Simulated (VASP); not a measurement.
SnO2 (Cassiterite):

```
Sn O
1.0
     4.73800    0.00000    0.00000
     0.00000    4.73800    0.00000
     0.00000    0.00000    3.18650
Sn O
2 4
Direct
  0.00000 0.00000 0.00000
  0.50000 0.50000 0.50000
  0.30710 0.30710 0.00000
  0.19290 0.80710 0.50000
  0.69290 0.69290 0.00000
  0.80710 0.19290 0.50000
```

* Program: VASP 6.6.1
* Task: relaxation of cell and atoms
* Functional: PBEsol
* Potentials or basis: VASP PAW PBE potentials, release 64 (Sn_d, O)
* Cutoff: 600 eV
* k mesh: 6 × 6 × 8
* Occupations: gaussian, width 0.03 eV
* Spin: no spin polarisation

At the start: pressure 5.2 GPa; volume 11.92 Å³/atom.

Task: Where does the relaxation end?

Result: Over 5 steps the energy falls by 5.0 meV/atom and the volume is 12.20 Å³/atom (+2.3 %); space group P4_2/mnm (No. 136, to 0.05 Å).

The path:
| step | energy change (eV) | largest force (eV/Å) | pressure (GPa) | volume (Å³) |
| --- | --- | --- | --- | --- |
| 1 | 0.0000 | 0.2277 | 5.24 | 71.53 |
| 2 | 0.0238 | 0.2179 | -6.26 | 75.64 |
| 3 | -0.0302 | 0.0171 | -0.05 | 73.24 |
| 4 | -0.0302 | 0.0212 | 0.10 | 73.21 |
| 5 | -0.0302 | 0.0080 | 0.05 | 73.21 |

Final structure:
```yaml
crystal:
  lattice:
    - [4.77064, 0.00000, 0.00000]
    - [0.00000, 4.77064, 0.00000]
    - [0.00000, 0.00000, 3.21664]
  atoms:
    - { symbol: Sn, position: [0.00000, 0.00000, 0.00000] }
    - { symbol: Sn, position: [0.50000, 0.50000, 0.50000] }
    - { symbol: O, position: [0.30630, 0.30630, 0.00000] }
    - { symbol: O, position: [0.19370, 0.80630, 0.50000] }
    - { symbol: O, position: [0.69370, 0.69370, 0.00000] }
    - { symbol: O, position: [0.80630, 0.19370, 0.50000] }
```

Caveat: the PAW data sets were made with another functional, which shifts forces and pressure a little.
